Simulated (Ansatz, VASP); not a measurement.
## Two plane-wave programs on CdTe

File INCAR:

```
PREC = Accurate
ENCUT = 520
EDIFF = 1E-8
ISMEAR = -1
SIGMA = 0.08
LREAL = F
LASPH = T
NELM = 60
ALGO = Normal
ISIF = 2
LWAVE = F
LCHARG = F
GGA = PE
LEFG = T
NBANDS = 16
```

File KPOINTS:

```
regular mesh
0
Gamma
  9 9 9
```

The input POSCAR:

```
CdTe
1.0
    0.0000000000      3.1834892848      3.1834892848
    3.1834892848      0.0000000000      3.1834892848
    3.1834892848      3.1834892848      0.0000000000
Cd Te
1 1
Direct
    0.0000000000      0.0000000000      0.0000000000
    0.7500000000      0.7500000000      0.7500000000
```

Input for Ansatz:

```yaml
crystal:
  lattice:
    - [0.0, 3.1834892848, 3.1834892848]
    - [3.1834892848, 0.0, 3.1834892848]
    - [3.1834892848, 3.1834892848, 0.0]
  atoms:
    - { symbol: Cd, position: [0.0, 0.0, 0.0] }
    - { symbol: Te, position: [0.75, 0.75, 0.75] }
kpoints:
  mp_grid: { grid: [9, 9, 9] }
scf:
  occupations: { method: fermi_dirac, width: 0.08 }
hamiltonian:
  xc: pbe
  pseudopotentials: { kind: paw }
output:
  forces: true
  stress: true
  eigenvalues: true
  efg: { contact_densities: true }
```

Change from the starting cell: volume scaled by 0.98, PAW files.

Alike in both runs: task electric field gradients; functional PBE; k mesh 9 × 9 × 9; occupations fermi-dirac, width 0.08 eV; no spin polarisation.

|  | VASP | Ansatz |
| --- | --- | --- |
| version | VASP 6.6.1 | Ansatz 0.2.0 |
| potentials or method | VASP PAW PBE potentials, release 64 (Cd, Te) | PAW with Ansatz's default frozen-core files, scalar-relativistic |
| plane-wave cutoff (eV) | 520 | 420 |
| valence electrons in the cell | 18 | 36 |

VASP gave:

| Item | Value |
| --- | --- |
| pressure (GPa) | 5.5 |
| Vzz of the field gradient on the site that differs most (V/Å²) | 0.0 |

Which values does Ansatz return?

Pressure (GPa): 5.4; Vzz of the field gradient on the site that differs most (V/Å²): 0.0.

The two sets of potentials don't hold the same shells in valence. Ansatz warned: «gradients_without_spin_orbit».

Caveats: spin-orbit coupling is left out, which moves the levels of the heavy elements.
